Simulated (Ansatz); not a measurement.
Run this with the Ansatz DFT code, driven from Python and show what comes out.

`run_xc.py`
```python
# -*- coding: utf-8 -*-
"""One structure of AlN under several functionals."""

import ansatz

params = {
    "filling": "Fixed",
    "kmesh": (8, 8, 8),
}

aln = (
    ansatz.Lattice.fcc(3.938)
    .space_group(225)
    .atom("Al", [0.0, 0.0, 0.0])
    .atom("N", [0.5, 0.0, 0.0])
    .primitive()
)

calculation = aln.calculation()
calculation = calculation.occupations(params["filling"]).kpoints(*params["kmesh"])
calculation = calculation.pseudopotentials("paw")
calculation = calculation.basis(31 * ansatz.Ry).band_table()

rows = []
for value in ["revpbe", "lda", "r2scan", "pbesol", "pbe"]:
    report = calculation.functional(value).run(threads=1).report
    rows.append((value, report["free_energy_ev"] / len(report["lattice"]["sites"]), report["n_iterations"], report["gap_by_band_count_ev"], report["n_kpoints"]))

print("  functional   F/atom (eV)    iterations  gap by band count (eV)      k-points")
for row in rows:
    print(f"{str(row[0]):>12s}  {row[1]:12.5f}  {row[2]:12d}  {row[3]:22.3f}  {row[4]:12d}")
```

```console
$ python run_xc.py
DeckWarning: basis.ecutwfc = 421.77648681281397 eV is below the records' recommended 500 eV, and the density's cutoff is lower with it unless basis.ecutrho_ratio is high enough to keep the records' density cutoff: compare with a run at a higher cutoff
  functional   F/atom (eV)    iterations  gap by band count (eV)      k-points
      revpbe    -463.43046             6                   5.159            29
         lda    -444.80952             6                   5.041            29
      r2scan    -464.03078             6                   5.876            29
      pbesol    -452.83013             6                   4.986            29
         pbe    -461.88856             6                   5.144            29
```
(Warnings from the package without file and line.)

Notes:
- The cutoff lies under the one recommended for these potentials in some of the runs.
- Semilocal gaps usually lie well under measured ones.
- This is a high-temperature or high-pressure form, not the ambient phase.
- The starting cell is as deposited in a crystallographic database; the results hold for this polymorph, which needn't be the stable one.
- Levels are Kohn-Sham eigenvalues on this mesh.
- Total energies of different functionals can't be compared; pressures, moments and gaps at this one structure can.
- Hardware and time: 5.2 s on 1 thread of Arm Neoverse N1, on a shared host, peak memory 0.32 GiB.
